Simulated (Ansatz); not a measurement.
Ansatz input

```yaml
crystal:
  lattice:
    - [1.7676229554, 0.0, 0.0]
    - [-0.8838114777, 1.5308063837, 0.0]
    - [0.0, 0.0, 11.1651462686]
  atoms:
    - { symbol: B, position: [0.3333333333, 0.6666666667, 0.25] }
    - { symbol: B, position: [0.6666666667, 0.3333333333, 0.75] }
hamiltonian:
  xc: revpbe
  pseudopotentials:
    kind: paw
    azcp:
      B: "pseudopotentials/B.paw.azcp"
basis:
  ecutwfc: 420
  fft_grid_basis: typed
kpoints:
  mp_grid: { grid: [23, 23, 4], shift: [0, 0, 0] }
magnetization:
  spin_polarized: false
scf:
  occupations: { method: fermi_dirac, width: 0.1 }
  lower_state_search: "off"
output:
  stress: true
```

Output

```
Engine: ansatz 0.2.0, aarch64-unknown-linux-gnu
Pseudopotentials: kind: paw
Pseudopotential: B, paw, valence charge 3, recommended cutoff 420 eV (normal) 
Functional definition: revPBE
  parameter kappa = 1.245
  parameter beta = 0.06672455060314922
  exchange = pbe_x(kappa = kappa, mu = beta*pi^2/3)
  correlation = pbe_c(beta = beta)
Crystal: 2 atoms, lattice volume = 30.212 Å³
Basis set: ecut = 420 eV, 547 PW (Γ)
Bands: 7, of which v1, the nominal top of the filled ones, is band 3 counted from 1 (2 counted from 0)
Symmetry: 24 space group operations
Space group: P63/mmc (ITA 194), of the structure as read, at distance tolerance 3.1e-5 Å
k-points: 168 of 2116
Non-local potential: B, projectors of the file, l = 0: 2, l = 1: 2, l = 2: 1
PAW form: soft (Blöchl's): semilocal exchange-correlation on the pseudo side does not see the compensation charge
PAW frozen core: B, regenerated for the run's functional, and the local potential with it (the file was generated under x = pbe(κ = 0.804, μ = 0.2195149727645171), c = pbe(β = 0.06672455060314922))
PAW one-centre angular grid: B, 110 points (default); XC on 64 Gauss nodes
Initial density: superposition of atomic densities (neutral atoms: chi_scale 0, normalization atom), corrected by the library's trained network
Initial wavefunctions: pseudopotential atomic-orbital guess
Functional: x = revpbe(κ = 1.245, μ = 0.2195149727645171), c = pbe(β = 0.06672455060314922)
SCF iter   1: F=—  HF=-311.989755 eV  |F-HF|=—  |Δ(HF+E_count)|=         —  Δρ=1.58e-2  dr2=8.73e-2  ethr=1.77e-3  ⟨swp⟩=5.7  Hψ=9566  notcnv=0
SCF iter   2: F=—  HF=-311.967228 eV  |F-HF|=—  |Δ(HF+E_count)|=   2.25e-2  Δρ=3.93e-3  dr2=3.36e-3  ethr=1.45e-3  ⟨swp⟩=3.0  Hψ=3466  notcnv=0  defer=6
SCF iter   3: F=—  HF=-311.969239 eV  |F-HF|=—  |Δ(HF+E_count)|=   2.01e-3  Δρ=4.31e-4  dr2=8.57e-5  ethr=5.60e-5  ⟨swp⟩=2.5  Hψ=2173  notcnv=0  defer=6
SCF iter   4: F=—  HF=-311.969306 eV  |F-HF|=—  |Δ(HF+E_count)|=   6.67e-5  Δρ=7.73e-5  dr2=1.60e-6  ethr=1.43e-6  ⟨swp⟩=2.2  Hψ=1869  notcnv=0  defer=6
iter 5 did not close the SCF: its close was put off for the readings that it lacked (scf_convergence_deferred on its scf_iter line)
SCF iter   5: F=-311.969306 eV  HF=-311.969306 eV  |F-HF|=6.03e-8  |Δ(HF+E_count)|=   6.30e-7  Δρ=7.02e-6  dr2=1.81e-8  ethr=2.66e-8  ⟨swp⟩=1.9  Hψ=1477  notcnv=0  defer=6
SCF iter   6: F=-311.969306 eV  HF=-311.969306 eV  |F-HF|=3.98e-10  |Δ(HF+E_count)|=   5.00e-8  Δρ=8.95e-7  dr2=1.73e-10  ethr=3.02e-10  ⟨swp⟩=2.4  Hψ=4084  notcnv=0
SCF 1 converged in 6 iterations: F = -311.969306 eV  dr2 = 1.73e-10
SCF converged after 6 iterations
Free energy (F): -311.969306 eV
Harris-Foulkes:  -311.969306 eV  (|F-HF|=3.98e-10)
Internal energy: -311.945063 eV  (E = F + TS)
E sigma→0 (E₀):  -311.957184 eV
Entropy (-TS):   -0.024244 eV (-12.122 meV/atom)
Fermi energy:    3.426184 eV
--- Per-component energies (eV) ---
  E_band       = -29.230525
  E_kinetic    = 97.371337
  E_local      = -290.316432  (includes V_loc(G=0)·N_el)
  E_nonlocal   = 20.058793
  E_hartree    = 111.425815
  E_xc         = -62.992778
  E_vxc        = -74.479763  (∫ρ·V_xc dr)
  E_paw        = -158.551659  (= ΣΔE_a)
  E_vpaw       = -4.716279  (= ΣTr[D̂ρ^β])
  E_aug_tail   = -0.000005  (compensation charges beyond the density's cutoff)
  E_ewald      = -28.922322
  E_core_change = -0.017811  (= ΣΔE_core)
  E_smearing   = -0.024244  (= −TS)
  E_closure    = 0.000000  (closes the sum)
  Σ components = -311.969306   (vs F -311.969306, Δ=0.00e0)
--- Stress (GPa, compression-positive) ---
      -13.081743       0.000000       0.000000
       -0.000000     -13.081743       0.000000
        0.000000       0.000000       0.047295
  P = ⅓ Tr σ = -8.7054 GPa (-87.054 kbar)
```

Launched by

```sh
ansatz run input.yaml --threads 2 --pin off --max-ram 5120MiB --backend cpu --events-out ev --progress --plain --runs-dir out
```

On 2 threads of Arm Neoverse V1 (shared host) this took about 1.2 s of wall time and 2.2 s of CPU time.
